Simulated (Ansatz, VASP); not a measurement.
**Al in VASP and in Ansatz**

File INCAR:

```
PREC     = Accurate       # precision mode
ENCUT    = 520            # plane-wave cutoff, eV
EDIFF    = 1E-7           # SCF threshold, eV
ISMEAR   = -1             # smearing method
SIGMA    = 0.1            # smearing width, eV
LREAL    = F              # projectors in reciprocal space
LASPH    = T              # aspherical terms in the spheres
NELM     = 100            # most SCF steps
ALGO     = Normal         # electronic algorithm
ISIF     = 2              # what is computed and relaxed
LWAVE    = F              # write WAVECAR
LCHARG   = F              # write CHGCAR
GGA      = PE             # functional
NBANDS   = 10             # bands
```

File KPOINTS:

```
Automatic mesh
0
Gamma
  14 14 8
```

POSCAR

```
Al
1.0
    2.9523785368      0.0000000000      0.0000000000
   -1.4761892684      2.5568348144      0.0000000000
    0.0000000000      0.0000000000      4.7566019505
Al
2
Direct
    0.3333333333      0.6666666667      0.2500000000
    0.6666666667      0.3333333333      0.7500000000
```

Input for Ansatz:

```yaml
crystal:
  lattice:
    - [2.9523785368, 0.0, 0.0]
    - [-1.4761892684, 2.5568348144, 0.0]
    - [0.0, 0.0, 4.7566019505]
  atoms:
    - { symbol: Al, position: [0.3333333333, 0.6666666667, 0.25] }
    - { symbol: Al, position: [0.6666666667, 0.3333333333, 0.75] }
hamiltonian:
  xc: pbe
  pseudopotentials:
    kind: paw
    azcp:
      Al: "pseudopotentials/Al.paw.azcp"
basis:
  ecutwfc: 420
  fft_grid_basis: typed
kpoints:
  mp_grid: { grid: [14, 14, 8], shift: [0, 0, 0] }
magnetization:
  spin_polarized: false
scf:
  occupations: { method: fermi_dirac, width: 0.1 }
  lower_state_search: "off"
output:
  stress: true
```

Alike in both runs: task single point; functional PBE; k mesh 14 × 14 × 8; occupations fermi-dirac, width 0.1 eV; no spin polarisation.

|  | VASP | Ansatz |
| --- | --- | --- |
| version | VASP 6.6.1 | Ansatz 0.2.0 |
| potentials or method | VASP PAW PBE potentials, release 64 (Al) | plane waves (420 eV) with PAW, scalar-relativistic |
| plane-wave cutoff (eV) | 520 | 420 |
| valence electrons in the cell | 6 | 6 |

|  | VASP | Ansatz | Ansatz less VASP |
| --- | --- | --- | --- |
| pressure (GPa) | -4.8 | -4.8 | +0.03 |
| largest component of the traceless stress (GPa) | 0.84 | 0.85 | +0.004 |

With one functional, cell and mesh, what is left measures potentials, basis and numerics.
